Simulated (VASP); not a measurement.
Write the native input for VASP 6.6.1 that does the following.

* Task: relaxation of cell and atoms
* Functional: PBEsol
* Potentials or basis: VASP PAW PBE potentials, release 64 (Ge_d)
* Cutoff: 600 eV
* k mesh: 20 × 20 × 20
* Occupations: gaussian, width 0.1 eV
* Spin: no spin polarisation
* Dipole correction: no
* Further INCAR settings: ALGO = Fast; EDIFF = 1e-06; IBRION = 2; EDIFFG = -0.01; NSW = 100; ISIF = 3

The structure of Ge lies in POSCAR:

```
Ge
1.0
    2.6596851913      0.0000000000      0.0000000000
    0.0000000000      2.6596851913      0.0000000000
    0.0000000000      0.0000000000      2.6596851913
Ge
1
Direct
    0.5000000000      0.5000000000      0.5000000000
```

The cell was built by a generator and needn't be a form met in nature.

These files were run (other wordings do the same):

INCAR

```
SYSTEM = Ge
PREC = Accurate
ENCUT = 600
EDIFF = 1E-6
ISMEAR = 0
SIGMA = 0.1
LREAL = .FALSE.
LASPH = .TRUE.
NELM = 100
ALGO = Fast
ISIF = 3
LWAVE = .FALSE.
LCHARG = .FALSE.
GGA = PS
IBRION = 2
NSW = 100
EDIFFG = -0.01
```

KPOINTS

```
regular mesh
0
G
  20 20 20
  0 0 0
```

Potentials or basis: VASP PAW PBE potentials, release 64 (Ge_d).

Launch:

```sh
$ cat potpaw_PBE.64/Ge_d/POTCAR > POTCAR
$ mpirun -np 1 vasp_std > vasp.out
```

Results of the run:

```json
{"Relaxed volume": "18.93 Å³/atom", "Relaxed cell": "a = 2.665 Å, b = 2.665 Å, c = 2.665 Å, α = 90.00°, β = 90.00°, γ = 90.00°", "Space group after relaxing (to 0.05 Å)": "Pm-3m (No. 221)", "Energy gained by relaxing": "0.3 meV/atom", "Ionic steps": "12", "Pressure after relaxing": "0.0 GPa", "Band gap on the k mesh": "none (metal or under the smearing width)"}
```

Caveat: the PAW data sets were made with another functional, which shifts forces and pressure a little.

Run time: 2.9 min on 1 thread of Intel(R) Xeon(R) Platinum 8488C (Sapphire Rapids) (shared host), peak memory 0.2 GiB.
